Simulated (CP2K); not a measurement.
## ZnO (zincite) in CP2K: the effect of functional

Crystal: ZnO (zincite).

```
Zn O
1.0
     3.24931    0.00000    0.00000
    -1.62465    2.81398    0.00000
     0.00000    0.00000    5.20571
Zn O
2 2
Direct
  0.66667 0.33333 0.00000
  0.33333 0.66667 0.50000
  0.33333 0.66667 0.87901
  0.66667 0.33333 0.37901
```

Alike in all runs:

* Program: CP2K 2026.2
* Task: atomic charges
* Potentials or basis: POTENTIAL_UZH Zn GTH-PBE-q12, O GTH-PBE-q6; TZVP-MOLOPT-PBE-GTH basis
* Density cutoff: 11565 eV
* k mesh: 9 × 9 × 5
* Occupations: fermi-dirac, width 0.05 eV
* Spin: no spin polarisation

```tsv
functional	gap on the mesh (eV)	pressure (GPa)
PBE	0.80	6.2
LDA	?	?
PBEsol	0.61	0.4
rev-vdW-DF2	0.73	4.2
OLYP	1.25	7.6
BLYP	0.96	11.5
TPSS	0.74	2.7
```

Q: What does the run with functional LDA give?

A: gap on the mesh 0.52 eV; pressure -3.5 GPa.

Caveats: the basis of atomic orbitals isn't converged, which shifts pressures, moduli and gaps; the potentials were made for another functional, which shifts forces and pressure (some runs).

